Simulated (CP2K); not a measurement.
Runs of CP2K 2026.2 on KBr. It takes space group Fm-3m (No. 225, cubic). The conventional cell has a = 6.600 Å, b = 6.600 Å, c = 6.600 Å, α = 90.00°, β = 90.00°, γ = 90.00°. Br (site symmetry m-3m) has 6 K at 3.30 Å as nearest neighbours. Around K (site symmetry m-3m) lie 6 Br at 3.30 Å. 

```csv
level,cutoff of the non-local correlation (Ry),gap on the mesh (eV),pressure (GPa)
LDA,-,3.93,-1.4
vdW-DF-cx,300,(c),0.1
PBE,-,4.38,(a)
MS2,-,(b),0.1
BEEF-vdW,300,4.68,1.2
```

Alike in all rows: task band structure; potentials or basis POTENTIAL_UZH Br GTH-PBE-q7, K GTH-PBE-q9; TZVP-MOLOPT-PBE-GTH basis; no spin polarisation; cell as given; k mesh 7 × 7 × 7; smearing fermi-dirac 0.05 eV.

Question: Estimate the missing entries.

Answer: (a) 0.8; (b) 5.04; (c) 4.42.

Caveats: the basis of atomic orbitals isn't converged, which shifts pressures, moduli and gaps; the potentials were made for another functional, which shifts forces and pressure (some runs).

A k mesh can miss the band edges, and the runs leave out spin-orbit coupling on Br.
